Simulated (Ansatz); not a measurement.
The calculation used DFT PBE, scalar-relativistic, plane waves, PAW in Ansatz 0.2.0. All cells share a 420 eV cutoff and Γ-centred k meshes spaced at most about 0.3 Å⁻¹ (about 0.25 or finer for metals, 2π included). Collinear spin in cells that started with moments and kept them past the coarse steps, no spin elsewhere.

Temperature and zero-point effects are left out. All come from trial cells, and lower structures may exist.

Problem. Order these relaxed structures of MoS by energy, lowest first, with the energy over the lowest of them.
A. Space group Pm-3m (No. 221), cubic, a = 3.005 Å. Mo is surrounded by 8 S at 2.60 Å and 6 Mo at 3.00 Å; S has 8 Mo at 2.60 Å and 6 S at 3.00 Å.
B. Space group P-6m2 (No. 187), hexagonal, a = 3.205 Å, c = 3.281 Å. Mo is surrounded by 6 S at 2.47 Å; S has 6 Mo at 2.47 Å.
C. Space group Fm-3m (No. 225), cubic, a = 4.956 Å. Mo has 6 S at 2.48 Å; S is surrounded by 6 Mo at 2.48 Å.

Solution. B (0 meV/atom), A (99 meV/atom), C (458 meV/atom). Forms: B tungsten carbide type, P-6m2; A caesium chloride type, Pm-3m; C rock salt type, Fm-3m. Counting S atoms around Mo (those within 1.25 times the shortest such distance or 1.15 times the sum of covalent radii, 1.27 where that leaves under three): B has Mo 6; A has Mo 8; C has Mo 6.

Cells relaxed within their symmetry can be saddle points. Some structure types and database cells were kept out of the candidates from the start, so a known form may be missing.
